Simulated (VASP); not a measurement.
# C under changes of volume

One of the cells (5.877 Å³/atom); the others are scaled copies at fixed shape and fractional positions:

```
C
1.0
     2.12922   -4.38818    0.00000
     2.12922    4.38818    0.00000
     0.00000    0.00000    2.51615
C
8
Direct
  0.22637 0.40473 0.50000
  0.77363 0.59527 0.50000
  0.59527 0.77363 0.50000
  0.40473 0.22637 0.50000
  0.98139 0.64822 0.00000
  0.01861 0.35178 0.00000
  0.35178 0.01861 0.00000
  0.64822 0.98139 0.00000
```

This isn't the form of C at room conditions, which is graphite.

```yaml
Program: VASP 6.6.1
Functional: PBE
Potentials_or_basis: VASP PAW PBE potentials, release 64 (C)
Cutoff: 520 eV
k_mesh: 7 × 7 × 11
Occupations: fermi-dirac, width 0.05 eV
Spin: no spin polarisation
```

```csv
volume (Å³/atom),energy over the lowest point (meV/atom),pressure (GPa),gap on the mesh (eV),largest force (eV/Å)
5.416,51.66,38.7,3.33,0.219
5.532,27.78,27.4,3.39,0.160
5.647,11.66,17.1,3.45,0.104
5.877,0.00,-0.8,3.55,0.009
5.993,?,?,?,?
6.108,11.90,-15.7,3.63,0.090
```

What does the run at 5.993 Å³/atom give?

Energy over the lowest point 3.27 meV/atom; pressure -8.6 GPa; gap on the mesh 3.59 eV; largest force 0.047 eV/Å.

Worked out: A Birch-Murnaghan fit of order 3 (a polynomial in V^(-2/3)) to the other rows has its minimum at 5.87 Å³/atom with B0 = V·E''(V) = 419 GPa and B' = 3.4 at fixed shape and positions, which overstates the stiffness. It gives 3.26 meV/atom at 5.993 Å³/atom, against the run's 3.27, and -dE/dV = -8.4 GPa, against -8.6. A straight line through the other rows of the gap, of slope 2.5 eV per unit of ln V, gives 3.59 eV, against the run's 3.59.

Energies are extrapolated to zero smearing.

Caveats: an odd mesh through Γ misses points on the zone boundary, where band edges often lie.
